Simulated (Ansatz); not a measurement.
An Ansatz input:

```yaml
crystal:
  lattice:
    - [-1.5693789727, 1.5693789727, 1.5693789727]
    - [1.5693789727, -1.5693789727, 1.5693789727]
    - [1.5693789727, 1.5693789727, -1.5693789727]
  atoms:
    - { symbol: Pd, position: [0.0, 0.0, 0.0], spin: 0.5 }
hamiltonian:
  xc: pbe
  pseudopotentials:
    kind: paw
    azcp:
      Pd: "pseudopotentials/Pd.paw.azcp"
basis:
  ecutwfc: 420
  fft_grid_basis: typed
kpoints:
  mp_grid: { grid: [7, 7, 7], shift: [0, 0, 0] }
magnetization:
  spin_polarized: true
scf:
  occupations: { method: fermi_dirac, width: 0.1 }
output:
  write_density: true
  write_potential: true
  elf: true
  volumetric_format: npy
```

Terminal output

```
Engine: ansatz 0.2.0, aarch64-unknown-linux-gnu
Pseudopotentials: kind: paw
Pseudopotential: Pd, paw, valence charge 18, recommended cutoff 420 eV (normal) 
Functional definition: PBE
  parameter kappa = 0.804
  parameter beta = 0.06672455060314922
  exchange = pbe_x(kappa = kappa, mu = beta*pi^2/3)
  correlation = pbe_c(beta = beta)
Crystal: 1 atoms, lattice volume = 15.461 Å³
Basis set: ecut = 420 eV, 321 PW (Γ)
Bands: 14, of which v1, the nominal top of the filled ones, is band 9 counted from 1 (8 counted from 0)
Symmetry: 48 space group operations
Space group: Im-3m (ITA 229), of the structure as read, at distance tolerance 2.5e-5 Å
Magnetic group: BNS 229.140 (UNI 1642), of the structure as read, at distance tolerance 2.5e-5 Å
k-points: 20 of 343
Non-local potential: Pd, projectors of the file, l = 0: 2, l = 1: 2, l = 2: 2, l = 3: 1
PAW form: soft (Blöchl's): semilocal exchange-correlation on the pseudo side does not see the compensation charge
PAW one-centre angular grid: Pd, 590 points (default); XC on 64 Gauss nodes
Initial density: superposition of atomic densities (chi_scale 0.1, normalization cell)
Starting moments: Σ|m| = 0.5 μB on 1 of 1 site
Initial wavefunctions: pseudopotential atomic-orbital guess
Functional: x = pbe(κ = 0.804, μ = 0.2195149727645171), c = pbe(β = 0.06672455060314922)
SCF iter   1: F=—  HF=-6973.732065 eV  |F-HF|=—  |Δ(HF+E_count)|=         —  Δρ=9.41e-2 (↑9.41e-2 ↓6.17e-2)  dr2=3.60e0  dr2_m=6.69e-2  M=0.188 μB ∫|m|=0.198 μB  β_m=0.30  ethr=3.10e-3  ⟨swp⟩=5.0  Hψ=2914  notcnv=0
SCF iter   2: F=—  HF=-6972.858201 eV  |F-HF|=—  |Δ(HF+E_count)|=   8.74e-1  Δρ=2.56e-2 (↑2.56e-2 ↓2.47e-2)  dr2=1.32e-1  dr2_m=2.90e-2  M=0.202 μB ∫|m|=0.210 μB  β_m=0.30  ethr=3.10e-3  ⟨swp⟩=2.6  Hψ=1341  notcnv=0  defer=15
spin-set hold released at iteration 2 (site moments show no strong build): the magnetisation degrees of freedom join the quasi-Newton model from the next iteration; the mixer history was kept
SCF iter   3: F=—  HF=-6972.837676 eV  |F-HF|=—  |Δ(HF+E_count)|=   2.05e-2  Δρ=1.88e-2 (↑1.52e-2 ↓1.88e-2)  dr2=3.47e-2  dr2_m=1.86e-2  M=0.181 μB ∫|m|=0.190 μB  β_m=0.16  ethr=7.32e-4  ⟨swp⟩=1.1  Hψ=681  notcnv=0  defer=15
SCF iter   4: F=—  HF=-6972.832056 eV  |F-HF|=—  |Δ(HF+E_count)|=   5.62e-3  Δρ=1.11e-2 (↑8.87e-3 ↓1.11e-2)  dr2=5.89e-3  dr2_m=1.02e-2  M=0.150 μB ∫|m|=0.159 μB  β_m=0.65  ethr=1.93e-4  ⟨swp⟩=1.0  Hψ=545  notcnv=0  defer=15
SCF iter   5: F=—  HF=-6972.835011 eV  |F-HF|=—  |Δ(HF+E_count)|=   2.95e-3  Δρ=3.05e-3 (↑3.05e-3 ↓2.67e-3)  dr2=4.42e-5  dr2_m=1.15e-3  M=0.066 μB ∫|m|=0.073 μB  β_m=0.82  ethr=3.27e-5  ⟨swp⟩=2.2  Hψ=900  notcnv=0  defer=15
SCF iter   6: F=—  HF=-6972.835859 eV  |F-HF|=—  |Δ(HF+E_count)|=   8.49e-4  Δρ=7.77e-4 (↑7.77e-4 ↓6.53e-4)  dr2=1.34e-5  dr2_m=6.84e-5  M=0.018 μB ∫|m|=0.021 μB  β_m=0.91  ethr=2.46e-7  ⟨swp⟩=2.0  Hψ=916  notcnv=0  defer=15
SCF iter   7: F=—  HF=-6972.835947 eV  |F-HF|=—  |Δ(HF+E_count)|=   8.78e-5  Δρ=6.82e-5 (↑5.53e-5 ↓6.82e-5)  dr2=7.97e-7  dr2_m=3.64e-7  M=0.001 μB ∫|m|=0.001 μB  β_m=0.96  ethr=7.43e-8  ⟨swp⟩=2.0  Hψ=917  notcnv=0  defer=15
SCF iter   8: F=—  HF=-6972.835947 eV  |F-HF|=—  |Δ(HF+E_count)|=   2.64e-7  Δρ=7.84e-6 (↑7.84e-6 ↓5.17e-6)  dr2=4.39e-9  dr2_m=4.83e-9  M=-0.000 μB ∫|m|=0.000 μB  β_m=0.98  ethr=5.56e-10  ⟨swp⟩=5.0  Hψ=2041  notcnv=0
SCF iter   9: F=—  HF=-6972.835947 eV  |F-HF|=—  |Δ(HF+E_count)|=   4.55e-9  Δρ=4.93e-7 (↑2.96e-7 ↓4.93e-7)  dr2=1.62e-11  dr2_m=1.97e-11  M=-0.000 μB ∫|m|=0.000 μB  β_m=0.99  ethr=2.44e-11  ⟨swp⟩=2.0  Hψ=1088  notcnv=0
SCF iter  10: F=-6972.835947 eV  HF=-6972.835947 eV  |F-HF|=1.82e-12  |Δ(HF+E_count)|=  5.46e-11  Δρ=3.43e-8 (↑3.43e-8 ↓2.77e-8)  dr2=4.17e-14  dr2_m=1.10e-13  M=0.000 μB ∫|m|=0.000 μB  ethr=1.00e-12  ⟨swp⟩=2.0  Hψ=1089  notcnv=0
SCF 1 converged in 10 iterations: F = -6972.835947 eV  dr2 = 4.17e-14
WARN: the starting moments were not kept: the SCF closed with an absolute magnetisation of 4.6e-7 μB, where they sum to 0.5 μB in size (1 site). That is at most 0.1 of that sum. Measured as dr2_m measures the in/out step, that magnetisation stands 1.3e-13 eV from none, at or under the dr2_threshold of 1.0e-7 eV: it is no larger than a step whose dr2_m would equal this threshold. The system may hold no moment; this SCF shows only that its start led to no more than that. To try another start: raise the starting moments (crystal.atoms[].spin, magnetization.per_species, magnetization.initial_magnetization, or on a non-collinear deck that types none of these the spinor_matrix: blocks that start its atoms; where the total moment is fixed, keep their sum and leave initial_magnetization as it is; typed ones take the place of any that the run laid by itself, positive ones on a crystal's lanthanoids without a Hubbard term where scf.initial_density.shell_occupations: [] is typed) or, if the notice of its spin-set hold's release reads "site moments contracting" or "site moments show no strong build", lengthen the hold (scf.mixing.spin_hold: { on: { confirm: 4 } }; for m-r²SCAN on two components see the key's manual first). Each may lead to a state that holds a moment. A second SCF, from the converged charge density, with the starting moments and any scf.initial_density.shell_occupations laid on it anew, would have followed, and was not run: the deck does not ask for one (magnetization.retry_lost_moments is false, the default). To let it run, set magnetization.retry_lost_moments: true and run the deck again, where that key's refused combinations let it; where memory then withholds it, that run's warning says so.
SCF converged after 10 iterations
Magnetization: 0.0000 μB (9.0000 up, 9.0000 down)
Absolute magnetization: 0.0000 μB (∫|ρ↑−ρ↓|, with the PAW one-centre terms)
Spin contamination: 0.0000 ħ² per cell (⟨S²⟩ above its minimum at these occupations)
Per-site moments (μB) at R_I (Å): [(3.119783213778766e-7, 1.1212756982817431)]
Free energy (F): -6972.835947 eV
Harris-Foulkes:  -6972.835947 eV  (|F-HF|=1.82e-12)
Internal energy: -6972.787799 eV  (E = F + TS)
E sigma→0 (E₀):  -6972.811873 eV
Entropy (-TS):   -0.048149 eV (-48.149 meV/atom)
Fermi energy:    18.657950 eV
--- Per-component energies (eV) ---
  E_band       = -154.520365
  E_kinetic    = 513.508617
  E_local      = -1815.915729  (includes V_loc(G=0)·N_el)
  E_nonlocal   = 217.466617
  E_hartree    = 735.716786
  E_xc         = -168.428592
  E_vxc        = -211.280696  (∫ρ·V_xc dr)
  E_paw        = -3750.436885  (= ΣΔE_a)
  E_vpaw       = -329.732910  (= ΣTr[D̂ρ^β])
  E_aug_tail   = 0.000165  (compensation charges beyond the density's cutoff)
  E_ewald      = -2704.698778
  E_smearing   = -0.048149  (= −TS)
  E_closure    = -0.000000  (closes the sum)
  Σ components = -6972.835947   (vs F -6972.835947, Δ=0.00e0)
--- Band table (eV; the first three rows and the last of 40) ---
  k-point 0 ↑: bands = ["-65.3213", "-30.8545", "-30.8545", "-30.8545", "11.8071", "15.8573", "15.8573", "15.8573", "17.7200", "17.7200", "37.6775", "37.6775", "37.6775", "45.8674"]
  k-point 1 ↑: bands = ["-65.3122", "-30.9225", "-30.8781", "-30.8541", "12.5256", "15.6267", "15.8655", "16.3674", "17.5008", "17.7408", "36.7921", "37.5084", "38.5107", "42.9026"]
  k-point 2 ↑: bands = ["-65.2918", "-31.0735", "-30.9309", "-30.8532", "13.7477", "15.1438", "16.4841", "17.4511", "17.6735", "17.8204", "32.3049", "35.5247", "39.5299", "40.4293"]
  k-point 19 ↓: bands = ["-65.2393", "-31.1148", "-31.1047", "-31.1047", "13.9013", "13.9591", "18.4083", "18.4083", "18.6487", "25.9048", "28.5234", "28.5234", "35.3183", "35.6900"]
```

Launched by

```sh
ansatz run input.yaml --threads 4 --pin off --max-ram 8192MiB --backend cpu --events-out ev --progress --plain --runs-dir out
```

On 4 threads of Arm Neoverse V1 (shared host) this took about 0.44 s of wall time and 1.1 s of CPU time, with 0.23 GiB at the peak.
